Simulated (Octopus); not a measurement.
GaP:

```
Ga P
1.0
     0.00000    2.72525    2.72525
     2.72525    0.00000    2.72525
     2.72525    2.72525    0.00000
Ga P
1 1
Direct
  0.00000 0.00000 0.00000
  0.75000 0.75000 0.75000
```

Base run:

| Quantity | Value |
| --- | --- |
| Program | Octopus 16.4 |
| Functional | PBE |
| Potentials or basis | pseudodojo_pbe (PseudoDojo 0.5, PBE) |
| Grid spacing | 0.138 Å |
| k mesh | 8 × 8 × 8 |
| Occupations | fermi-dirac, width 0.05 eV |
| Spin | no spin polarisation |

Its results: band gap on the k mesh 1.64 eV, indirect (least direct gap 1.82 eV).

**Question.** The run is repeated on the same cell with these changes: functional from PBE to PBEsol; potentials or basis from pseudodojo_pbe (PseudoDojo 0.5, PBE) to pseudodojo_pbesol (PseudoDojo 0.4, PBEsol). What comes out?

**Answer.** Band gap on the k mesh 1.52 eV, indirect (least direct gap 1.73 eV).

A k mesh can miss the band edges.

Not every run made on this cell is shown here.
